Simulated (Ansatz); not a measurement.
NaI (rocksalt), relaxed with r2SCAN in the PAW code Ansatz: the symmetry is Fm-3m (No. 225, cubic); a = 6.459 Å in the conventional setting, 33.69 Å³ an atom. Around Na lie 6 I at 3.23 Å; around I lie 6 Na at 3.23 Å. It was then strained (isotropic on every length). Unstrained, HSE06 gives 4.692 eV (Γ, 6×6×6 mesh), and the band edges keep their places in every row. Stress is positive in compression. No spin polarisation and no zero-point or thermal motion.

```tsv
strain (%)	ln(V/V₀)	ΔE_g, HSE06 (eV)	Δpressure, r2SCAN (GPa)
-4.0	-0.1225	+0.398	+2.82
-1.33	-0.0402	+0.121	+0.76
+2.0	+0.0594	-0.165	-0.89
+4.0	+0.1177	-0.312	-1.53
```

Q: Fit ΔE_g = a x + b x² to these rows by least squares, with x = ln(V/V₀).

A: The normal equations take Σx² = 3.400e-02, Σx³ = -6.311e-05, Σx⁴ = 4.322e-04, ΣxΔE = -1.001e-01 and Σx²ΔE = 1.264e-03, and give a = -2.94 eV, b = +2.5 eV; the largest residual is 0.001 eV. a is the volume deformation potential of this gap.

Q: Fit the change of pressure in the same way.

A: Δpressure = -17.8 x + (42) x² GPa. So B₀ = 17.8 GPa and B′ ≈ 2 × 42/17.8 = 4.7; two terms over so wide a range bias B₀ by a few per cent and B′ by more; the gap's pressure coefficient at zero is −a/B₀ = +165 meV/GPa, with HSE06's a and r2SCAN's B₀.

Q: Predict the withheld row at -1.61 % (x = -0.0487).

A: ΔE_g ≈ -2.94 × (-0.0487) + (2.5) × (-0.0487)² = +0.149 eV, and Δpressure ≈ +0.97 GPa. The runs give +0.148 eV and +0.94 GPa, off by -0.001 eV and -0.03 GPa.

Spin-orbit coupling is left out, which matters wherever the heavy atoms make up the band edges.

The meshes of the hybrids are coarse, so their gaps aren't converged to the digits shown.
